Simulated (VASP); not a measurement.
# SnSe (F-43m) in VASP: a series of runs

The runs below take SnSe through density of states, electric field gradients, with PBE.

Program: VASP 6.6.1. These are calculated values, not measurements. Logs are shortened: lines on timing, memory, paths and dates and some standing lists are left out, and cuts for length are marked.

### Step 1. The structure

Symmetry: F-43m, No. 216, cubic system. The conventional cell has a = 6.778 Å, b = 6.778 Å, c = 6.778 Å, α = 90.00°, β = 90.00°, γ = 90.00°. Around Sn (site symmetry -43m) lie 4 Se at 2.93 Å. Se (site symmetry -43m) has 4 Sn at 2.93 Å as nearest neighbours.

Measurements of this composition are mostly on another form, of space group No. 62.

### Step 2. Density of states, PBE

Contents of POSCAR:

```
SnSe
1.0
    0.0000000000      3.3889240702      3.3889240702
    3.3889240702      0.0000000000      3.3889240702
    3.3889240702      3.3889240702      0.0000000000
Sn Se
1 1
Direct
    0.0000000000      0.0000000000      0.0000000000
    0.2500000000      0.2500000000      0.2500000000
```

Contents of INCAR.step1:

```
PREC     = Accurate       # precision mode
ENCUT    = 520            # plane-wave cutoff, eV
EDIFF    = 1E-6           # SCF threshold, eV
ISMEAR   = -1             # smearing method
SIGMA    = 0.05           # smearing width, eV
LREAL    = F              # projectors in reciprocal space
LASPH    = T              # aspherical terms in the spheres
NELM     = 100            # most SCF steps
ALGO     = Normal         # electronic algorithm
ISIF     = 2              # what is computed and relaxed
LWAVE    = F              # write WAVECAR
LCHARG   = T              # write CHGCAR
GGA      = PE             # functional
NBANDS   = 17             # bands
```

Contents of KPOINTS.step1:

```
regular mesh
0
Gamma
  12 12 12
```

Contents of INCAR.step2:

```
PREC     = Accurate       # precision mode
ENCUT    = 520            # plane-wave cutoff, eV
EDIFF    = 1E-6           # SCF threshold, eV
ISMEAR   = -5             # smearing method
SIGMA    = 0.05           # smearing width, eV
LREAL    = F              # projectors in reciprocal space
LASPH    = T              # aspherical terms in the spheres
NELM     = 100            # most SCF steps
ALGO     = Normal         # electronic algorithm
ISIF     = 2              # what is computed and relaxed
LWAVE    = F              # write WAVECAR
LCHARG   = F              # write CHGCAR
GGA      = PE             # functional
LORBIT   = 11             # projections on sites
NEDOS    = 1001           # points of the DOS
ICHARG   = 11             # starting density
```

Contents of KPOINTS.step2:

```
regular mesh
0
Gamma
  18 18 18
```

Potentials or basis: VASP PAW PBE potentials, release 64 (Sn_d, Se).

Launch:

```sh
cat potpaw_PBE.64/Sn_d/POTCAR potpaw_PBE.64/Se/POTCAR > POTCAR
cp INCAR.step1 INCAR
cp KPOINTS.step1 KPOINTS
mpirun -np 1 vasp_std > vasp.out
cp INCAR.step2 INCAR
cp KPOINTS.step2 KPOINTS
mpirun -np 1 vasp_std > vasp.out
```

OUTCAR:

```text
PREC = Accurate
   ENCUT = 520
   EDIFF = 1E-6
   ISMEAR = -5
   LREAL = F
   LASPH = T
   NELM = 100
   ISIF = 2
   GGA = PE
   LORBIT = 11
   ICHARG = 11

 ion  position               nearest neighbor table
   1  0.000  0.000  0.000-   2 2.93   2 2.93   2 2.93   2 2.93
   2  0.250  0.250  0.250-   1 2.93   1 2.93   1 2.93   1 2.93

  LATTYP: Found a face centered cubic cell.
 ALAT       =     6.7778481404

  Lattice vectors:

 A1 = (   0.0000000000,   3.3889240702,   3.3889240702)
 A2 = (   3.3889240702,   0.0000000000,   3.3889240702)
 A3 = (   3.3889240702,   3.3889240702,   0.0000000000)

Analysis of symmetry for initial positions (statically):
=====================================================================
 Subroutine PRICEL returns:
 Original cell was already a primitive cell.

 Routine SETGRP: Setting up the symmetry group for a
 face centered cubic supercell.

 Subroutine GETGRP returns: Found 24 space group operations
 (whereof 24 operations were pure point group operations)
 out of a pool of 48 trial point group operations.

The static configuration has the point symmetry T_d .

Analysis of symmetry for dynamics (positions and initial velocities):
=====================================================================
 Subroutine PRICEL returns:
 Original cell was already a primitive cell.

 Routine SETGRP: Setting up the symmetry group for a
 face centered cubic supercell.

 Subroutine GETGRP returns: Found 24 space group operations
 (whereof 24 operations were pure point group operations)
 out of a pool of 48 trial point group operations.

The dynamic configuration has the point symmetry T_d .

 Subroutine INISYM returns: Found 24 space group operations
 (whereof 24 operations are pure point group operations),
 and found     1 'primitive' translations

----------------------------------------------------------------------------------------

                                     Primitive cell

  volume of cell :      77.8423

  direct lattice vectors                    reciprocal lattice vectors
     0.000000000  3.388924070  3.388924070    -0.147539452  0.147539452  0.147539452
     3.388924070  0.000000000  3.388924070     0.147539452 -0.147539452  0.147539452
     3.388924070  3.388924070  0.000000000     0.147539452  0.147539452 -0.147539452

  length of vectors
     4.792662382  4.792662382  4.792662382     0.255545827  0.255545827  0.255545827

  position of ions in fractional coordinates (direct lattice)
     0.000000000  0.000000000  0.000000000
     0.250000000  0.250000000  0.250000000

  ion indices of the primitive-cell ions
   primitive index   ion index
                 1           1
                 2           2

----------------------------------------------------------------------------------------

 KPOINTS: regular mesh

Automatic generation of k-mesh.
 Grid dimensions read from file:
 generate k-points for:   18   18   18

 Generating k-lattice:

  Cartesian coordinates                     Fractional coordinates (reciprocal lattice)
    -0.008196636  0.008196636  0.008196636     0.055555556  0.000000000  0.000000000
     0.008196636 -0.008196636  0.008196636     0.000000000  0.055555556  0.000000000
     0.008196636  0.008196636 -0.008196636     0.000000000  0.000000000  0.055555556

  Length of vectors
     0.014196990  0.014196990  0.014196990

  Shift w.r.t. Gamma in fractional coordinates (k-lattice)
     0.000000000  0.000000000  0.000000000

 TETIRR: Found    806 inequivalent tetrahedra from    34992

 Subroutine IBZKPT returns following result:
 ===========================================

 Found    195 irreducible k-points:

 Following reciprocal coordinates:
            Coordinates               Weight
  0.000000  0.000000  0.000000      1.000000
  0.055556  0.000000  0.000000      8.000000
  0.111111  0.000000  0.000000      8.000000
  0.166667  0.000000  0.000000      8.000000
  0.222222  0.000000  0.000000      8.000000
  0.277778  0.000000  0.000000      8.000000
[... 16 lines left out ...]
 -0.277778  0.055556  0.000000     24.000000
 -0.222222  0.055556  0.000000     24.000000
 [... further k-points ...]
   k-points           NKPTS =    195   k-points in BZ     NKDIM =    195   number of bands    NBANDS=     14
   number of dos      NEDOS =   1001   number of ions     NIONS =      2
   total plane-waves  NPLWV =  46656
   dimension x,y,z NGX =    36 NGY =   36 NGZ =   36
   dimension x,y,z NGXF=    72 NGYF=   72 NGZF=   72
   ions per type =               1   1
   NGX,Y,Z   is equivalent  to a cutoff of  12.49, 12.49, 12.49 a.u.
   NGXF,Y,Z  is equivalent  to a cutoff of  24.98, 24.98, 24.98 a.u.
 SYSTEM =  unknown system
   PREC   = accura    normal or accurate (medium, high low for compatibility)
   ISTART =      0    job   : 0-new  1-cont  2-samecut
   ICHARG =     11    charge: 1-file 2-atom 10-const
   ISPIN  =      1    spin polarized calculation?
   LNONCOLLINEAR =      F non collinear calculations
   LSORBIT =      F    spin-orbit coupling
   LASPH  =      T    aspherical Exc in radial PAW
   ENCUT  =  520.0 eV  38.22 Ry    6.18 a.u.   8.91  8.91  8.91*2*pi/ulx,y,z
   NELM   =    100;   NELMIN=  2; NELMDL=  0     # of ELM steps
   EDIFF  = 0.1E-05   stopping-criterion for ELM
   LREAL  =      F    real-space projection
   EDIFFG = 0.1E-04   stopping-criterion for IOM
   NSW    =      0    number of steps for IOM
   IBRION =     -1    ionic relax: 0-MD 1-quasi-New 2-CG
   NFREE  =      0    steps in history (QN), initial steepest desc. (CG)
   ISIF   =      2    stress and relaxation
   ISYM   =      2    0-nonsym 1-usesym 2-fastsym
   POTIM  = 0.5000    time-step for ionic-motion
   TEBEG  =    0.0;   TEEND  =   0.0 temperature during run
   PSTRESS=    0.0 pullay stress
   NELECT =      20.0000    total number of electrons
   NUPDOWN=      -1.0000    fix difference up-down
   EMIN   =  10.00;   EMAX   =-10.00  energy-range for DOS
   EFERMI =   0.00;   METHOD = LEGACY
   ISMEAR =    -5;   SIGMA  =   0.05  broadening in eV -4-tet -1-fermi 0-gaus
   EFERMI_NEDOS =   21; number of points for ismear=-14 and -15
   IALGO  =     38    algorithm
   IMIX   =      4    mixing-type and parameters
     AMIX     =   0.40;   BMIX     =  1.00
     AMIX_MAG =   1.60;   BMIX_MAG =  1.00
  volume/ion in A,a.u.               =      38.92       262.65
  Fermi-wavevector in a.u.,A,eV,Ry     =   1.040750  1.966732 14.737288  1.083160
  Thomas-Fermi vector in A             =   2.175340
   LORBIT       =     11    0 simple, 1 ext, 2 COOP (PROOUT), +10 PAW based schemes
   GGA     = PE    functional components
   LHFCALC =     F    Hartree Fock is set to
   AEXX    =    0.0000 exact exchange contribution
   IVDW    =     0    specifies the selected vdW correction
   LEPSILON=     F    determine dielectric tensor
   LRPA    =     F    only Hartree local field effects (RPA)
 non-spin polarized calculation
 Fermi weights with tetrahedron method with Bloechl corrections
  energy-cutoff  :      520.00
  volume of cell :       77.84
 maximum number of plane-waves:      2126

 number of electron      20.0000005 magnetization

 Free energy of the ion-electron system (eV)
  ---------------------------------------------------
  ext. energy  EPLUGINS =         0.00000000
  ---------------------------------------------------
  free energy    TOTEN  =        -7.75513609 eV

  energy without entropy =       -7.75513609  energy(sigma->0) =       -7.75513609

 E-fermi :   2.8299     XC(G=0):  -7.7426

 val. band max:        2.8023276271   @ k =  -0.2778   0.5000   0.2222
 cond. band min:       2.8737080448   @ k =   0.5000   0.5000   0.0000
 fundamental gap:      0.0713804177
 Fermi energy:         2.8298512498

 k-point     1 :       0.0000    0.0000    0.0000
  band No.  band energies     occupation
      1     -18.9615      2.00000
      2     -18.9615      2.00000
      3     -18.9615      2.00000
      4     -18.9499      2.00000
      5     -18.9499      2.00000
      6     -10.3387      2.00000
      7      -2.5542      2.00000
      8       0.5837      2.00000
      9       0.5837      2.00000
     10       0.5837      2.00000
     11       4.2919      0.00000
     12       4.2919      0.00000
     13       4.2919      0.00000
     14       7.6123      0.00000

 k-point     2 :       0.0556    0.0000    0.0000
  band No.  band energies     occupation
      1     -18.9616      2.00000
      2     -18.9614      2.00000
      3     -18.9614      2.00000
      4     -18.9499      2.00000
      5     -18.9499      2.00000
      6     -10.3272      2.00000
      7      -2.6234      2.00000
      8       0.5649      2.00000
      9       0.5649      2.00000
     10       0.6177      2.00000
     11       4.2806      0.00000
     12       4.3250      0.00000
     13       4.3250      0.00000
     14       7.7404      0.00000

 k-point     3 :       0.1111    0.0000    0.0000
  band No.  band energies     occupation
      1     -18.9619      2.00000
      2     -18.9612      2.00000
      3     -18.9612      2.00000
      4     -18.9499      2.00000
      5     -18.9499      2.00000
      6     -10.2936      2.00000
      7      -2.8116      2.00000
      8       0.5124      2.00000
      9       0.5124      2.00000
     10       0.6959      2.00000
     11       4.2806      0.00000
     12       4.4167      0.00000
     13       4.4167      0.00000
     14       8.0812      0.00000
[... 324 lines left out ...]
 k-point    23 :      -0.2778    0.0556    0.0000
  band No.  band energies     occupation
      1     -18.9636      2.00000
      2     -18.9598      2.00000
      3     -18.9596      2.00000
      4     -18.9498      2.00000
      5     -18.9495      2.00000
      6     -10.0652      2.00000
      7      -3.7747      2.00000
      8       0.0318      2.00000
      9       0.2748      2.00000
     10       0.9506      2.00000
     11       4.7501      0.00000
     12       4.8171      0.00000
     13       5.1566      0.00000
     14       9.1243      0.00000

 k-point    24 :      -0.2222    0.0556    0.0000
  band No.  band energies     occupation
      1     -18.9631      2.00000
      2     -18.9603      2.00000
      3     -18.9600      2.00000
      4     -18.9499      2.00000
      5     -18.9496      2.00000
      6     -10.1403      2.00000
      7      -3.4982      2.00000
      8       0.1330      2.00000
      9       0.3634      2.00000
     10       0.9482      2.00000
     11       4.4990      0.00000
     12       4.6826      0.00000
     13       4.9692      0.00000
     14       9.0368      0.00000

 [... further k-points ...]
[... 5 lines left out ...]
  --------------------------------------------------------------------------------------
  -------------------------------------------------------------------------------------
  Total        0.0354943      0.0354943      0.0354943      0.0000000     -0.0000000      0.0000000
  in kB        0.7305565      0.7305565      0.7305565      0.0000000     -0.0000000      0.0000000
  external PRESSURE =       0.7305565 kB  Pullay stress =       0.0000000 kB

 VOLUME and BASIS-vectors are now :
 -----------------------------------------------------------------------------
  energy-cutoff  :      520.00
  volume of cell :       77.84
      direct lattice vectors                 reciprocal lattice vectors
     0.000000000  3.388924070  3.388924070    -0.147539452  0.147539452  0.147539452
     3.388924070  0.000000000  3.388924070     0.147539452 -0.147539452  0.147539452
     3.388924070  3.388924070  0.000000000     0.147539452  0.147539452 -0.147539452

 POSITION                                       TOTAL-FORCE (eV/Angst)
 -----------------------------------------------------------------------------------
      0.00000      0.00000      0.00000         0.000000     -0.000000     -0.000000
      1.69446      1.69446      1.69446        -0.000000      0.000000      0.000000
 -----------------------------------------------------------------------------------
    total drift:                               -0.000000     -0.000000     -0.000000

  FREE ENERGIE OF THE ION-ELECTRON SYSTEM (eV)
  ---------------------------------------------------
  free  energy   TOTEN  =        -7.7551360901 eV

  energy  without entropy=       -7.7551360901  energy(sigma->0) =       -7.75513609

 total charge

# of ion       s       p       d       tot
------------------------------------------
    1        1.412   0.656   9.966  12.034
    2        1.484   2.290   0.015   3.790
--------------------------------------------------
tot          2.896   2.946   9.982  15.824
```

Run time: 2.7 min. Hardware: 1 thread of AMD EPYC 7R13 (Zen 3), shared host; peak memory 0.34 GiB.

What came out:

| Property | Result |
| --- | --- |
| Valence electrons inside the program's atomic spheres | Sn 12.03; Se 3.79 |

States per cell in windows of 0.5 eV (zero at the valence-band top; states under -8 eV left out):
```csv
from (eV),total,Se2_p,Sn1_p,Sn1_s,Sn1_d,Se2_s,Se2_d
-8.0,0.00,0.00,0.00,0.00,0.00,0.00,0.00
-7.5,1.29,0.10,0.01,0.70,0.00,0.02,0.00
-7.0,0.48,0.03,0.00,0.25,0.00,0.03,0.00
-6.5,0.18,0.01,0.00,0.09,0.00,0.02,0.00
-6.0,0.07,0.00,0.00,0.04,0.00,0.01,0.00
-5.5,0.00,0.00,0.00,0.00,0.00,0.00,0.00
-5.0,0.00,0.00,0.00,0.00,0.00,0.00,0.00
-4.5,0.00,0.00,0.00,0.00,0.00,0.00,0.00
-4.0,0.94,0.29,0.13,0.00,0.00,0.00,0.00
-3.5,1.64,0.57,0.21,0.01,0.01,0.00,0.00
-3.0,1.25,0.49,0.14,0.00,0.01,0.00,0.00
-2.5,0.20,0.09,0.02,0.00,0.00,0.00,0.00
-2.0,0.33,0.11,0.03,0.04,0.00,0.01,0.00
-1.5,0.48,0.17,0.04,0.06,0.00,0.01,0.00
-1.0,0.77,0.28,0.04,0.11,0.01,0.01,0.00
-0.5,0.39,0.15,0.01,0.06,0.00,0.00,0.00
0.0,0.14,0.00,0.04,0.00,0.00,0.01,0.00
0.5,0.34,0.02,0.10,0.00,0.00,0.01,0.00
1.0,0.60,0.05,0.18,0.01,0.01,0.02,0.01
1.5,0.95,0.09,0.31,0.01,0.01,0.02,0.02
2.0,1.04,0.14,0.32,0.00,0.02,0.00,0.02
2.5,1.34,0.24,0.37,0.01,0.02,0.01,0.02
3.0,0.90,0.17,0.27,0.00,0.02,0.01,0.01
3.5,0.58,0.10,0.21,0.00,0.01,0.00,0.01
4.0,0.09,0.02,0.03,0.00,0.00,0.00,0.00
4.5,0.00,0.00,0.00,0.00,0.00,0.00,0.00
5.0,0.69,0.08,0.02,0.01,0.04,0.00,0.03
5.5,0.75,0.05,0.04,0.01,0.04,0.00,0.03
6.0,0.53,0.02,0.03,0.01,0.03,0.00,0.02
6.5,0.03,0.00,0.00,0.00,0.00,0.00,0.00
7.0,0.00,0.00,0.00,0.00,0.00,0.00,0.00
7.5,0.00,0.00,0.00,0.00,0.00,0.00,0.00
```

(Continued in part 2 of 2.)
